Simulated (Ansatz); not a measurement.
This run works on a generated trial structure, not on a known crystal.

Input and command of a plane-wave DFT calculation in Ansatz:

```yaml
crystal:
  lattice:
    - [7.5036818758, -0.0394887027, 0.005866963]
    - [-0.0394887027, 7.4558899657, 0.002615369]
    - [0.005866963, 0.002615369, 7.4504365662]
  atoms:
    - { symbol: Cd, position: [0.4920756727, 0.0068389455, 0.7336878905] }
    - { symbol: Cd, position: [0.7184496261, 0.5073502399, 0.0170902196] }
    - { symbol: Cd, position: [1.0330372012, 0.7779013415, 0.4937189519] }
    - { symbol: Cd, position: [0.5006553901, 0.0077331481, 0.2560947739] }
    - { symbol: Cd, position: [0.2476089269, 0.5006522108, 0.0037582857] }
    - { symbol: Cd, position: [-0.022497557, 0.2418666723, 0.5417372533] }
    - { symbol: Se, position: [1.0079619072, 0.4931290814, 0.7299496976] }
    - { symbol: Se, position: [0.7556531334, 0.0109165709, 0.5059029685] }
    - { symbol: Se, position: [0.5333989592, 0.7185803032, -0.0079797679] }
    - { symbol: Se, position: [0.9916893395, 0.5076583281, 0.2423144597] }
    - { symbol: Se, position: [0.2324776038, -0.0172317114, 0.4732123562] }
    - { symbol: Se, position: [0.509489797, 0.2446048698, 0.0105129111] }
basis:
  ecutwfc: 420
kpoints:
  mp_grid: { grid: [2, 2, 2] }
hamiltonian:
  xc: pbe
scf:
  occupations: { method: gaussian, width: 0.1 }
  lower_state_search: "off"
output:
  forces: true
  stress: true
  eigenvalues: true
relax:
  adjacent_minimum: "off"
  f_tol: 0.025
  max_steps: 60
  cell: { stress_tol: 0.25 }
```

```bash
ansatz run input.yaml --threads 1 --pin off --max-ram 2560MiB --backend cpu --events-out ev --progress --plain --runs-dir out
```

Processor: Arm Neoverse V1, 1 thread, on a host shared with other jobs.

Problem. How long does it run, and how much memory does it take?

Solution. About 3.1 min, peak memory 0.86 GiB. It solves 130 bands at 8 k points (after reduction by symmetry) with about 8699 plane waves (on the last cell), in 44 SCF iterations over 6 ionic steps.
